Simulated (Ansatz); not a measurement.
**Electric field gradients in InP under strain**

The cell is an entry of the Crystallography Open Database (COD), relaxed with PBE at fixed cell and then changed (z stretched by 3 %, ions relaxed).

```yaml
crystal:
  lattice:
    - [0.00000, 2.93435, 3.02238]
    - [2.93435, 0.00000, 3.02238]
    - [2.93435, 2.93435, 0.00000]
  atoms:
    - { symbol: In, position: [0.00000, 0.00000, 0.00000] }
    - { symbol: P, position: [0.25000, 0.25000, 0.25000] }
```

Atoms are numbered from 1 in the order listed; like atoms form one site, named after its first atom.

Method: Kohn–Sham DFT in Ansatz, PBE, plane waves and PAW, scalar-relativistic, 420 eV cutoff, Γ-centred 13×13×13 k-points, Fermi–Dirac smearing 0.02 eV.

C_Q = eQV_zz/h, which is 24.18 MHz for Q = 1 b and V_zz = 10²¹ V/m²; η = (V_xx − V_yy)/V_zz.

¹¹⁵In: I = 9/2, Q = 772.0 mb. Quadrupole moments are those of Pyykkö's year-2017 table.

Task: What field gradients does the calculation give at each kind of site?

Result: 

```csv
site,atoms (order as listed),first shell,V_zz (10²¹ V/m²),η,C_Q (MHz)
In,1,4 P at 2.57 Å,-1.14,0.00,-21.2
P,2,4 In at 2.57 Å,0.39,0.00,–
```

An axis of threefold or higher order runs through In and P, so V_zz lies along it and η is zero.

P has no stable isotope with a ground-state quadrupole moment in the table, so no C_Q is given.

Without spin–orbit coupling (the program notes it for In) the gradients can shift somewhat, as the gap is small. With a gap of 0.5 eV on this mesh, the gradients can still move by some per cent as the k-mesh gets denser.
